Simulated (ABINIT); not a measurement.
# HfB2 in ABINIT: the effect of target pressure

HfB2:

```xyz
3
Lattice="3.1400 0.0000 0.0000 -1.5700 2.7193 0.0000 0.0000 0.0000 3.4800" Properties=species:S:1:pos:R:3 pbc="T T T"
Hf    0.0000    0.0000    0.0000
B     1.5700    0.9064    1.7400
B     0.0000    1.8129    1.7400
```

Alike in all runs:

* Program: ABINIT 10.8.3 (patched build)
* Task: relaxation of cell and atoms
* Functional: PBE
* Potentials or basis: JTH PAW PBE v2.0
* Cutoff: 517 eV
* k mesh: 10 × 10 × 8
* Occupations: fermi-dirac, width 0.05 eV
* Spin: no spin polarisation

Each run relaxes the cell or the atoms first.

Problem. One run gave: relaxed volume 9.96 Å³/atom. Which target pressure did it use?
A. 10 GPa
B. 20 GPa
C. 30 GPa
D. 0 GPa
E. 5 GPa

Solution. D.

```csv
target pressure,relaxed volume (Å³/atom)
0 GPa,9.96
5 GPa,9.77
10 GPa,9.60
20 GPa,9.29
30 GPa,9.03
```

Caveats: the atomic spheres overlap (some runs).
